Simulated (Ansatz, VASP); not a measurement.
One calculation of WC (Qusongite), two programs

Contents of INCAR:

```
PREC = Accurate ; ENCUT = 520
EDIFF = 1E-6 ; ISMEAR = 1
SIGMA = 0.1 ; LREAL = F
LASPH = T ; NELM = 60
ALGO = Normal ; ISIF = 2
LWAVE = F ; LCHARG = T
GGA = PE ; LELF = T
LVHAR = T ; NBANDS = 16
```

KPOINTS

```
Automatic mesh
0
Gamma
  14 14 12
```

POSCAR

```
WC
1.0
    2.8629025000      0.0000000000      0.0000000000
   -1.4314512500      2.4793464550      0.0000000000
    0.0000000000      0.0000000000      2.9236517303
W C
1 1
Direct
    0.0000000000      0.0000000000      0.0000000000
    0.6666666667      0.3333333333      0.5000000000
```

Input for Ansatz:

```yaml
crystal:
  lattice:
    - [2.8629024999999997, 0.0, 0.0]
    - [-1.4314512499999998, 2.479346455, 0.0]
    - [0.0, 0.0, 2.9236517302687517]
  atoms:
    - { symbol: W, position: [0.0, 0.0, 0.0] }
    - { symbol: C, position: [0.6666666666666666, 0.3333333333333333, 0.5] }
basis:
  ecutwfc: 520.0
kpoints:
  mp_grid:
    grid: [14, 14, 12]
hamiltonian:
  pseudopotentials:
    kind: paw
scf:
  occupations:
    method: cold
    width: 0.1
output:
  stress: true
```

Alike in both runs: task single point; functional PBE; k mesh 14 × 14 × 12; no spin polarisation.

```csv
,VASP,Ansatz
version,VASP 6.6.1,Ansatz 0.2.0
potentials or method,"VASP PAW PBE potentials, release 64 (W_sv, C)","plane waves, PAW"
plane-wave cutoff (eV),520,520
occupations,"methfessel-paxton of order 1, width 0.1 eV","cold, width 0.1 eV"
valence electrons in the cell,18,18
```

Ansatz gave:

| Item | Value |
| --- | --- |
| pressure (GPa) | 4.4 |
| largest component of the traceless stress (GPa) | 22.11 |

Q: Which values does VASP return?

A: Pressure (GPa): 5.4; largest component of the traceless stress (GPa): 21.89.

The runs have no spin-orbit coupling, so splittings on W are missing.
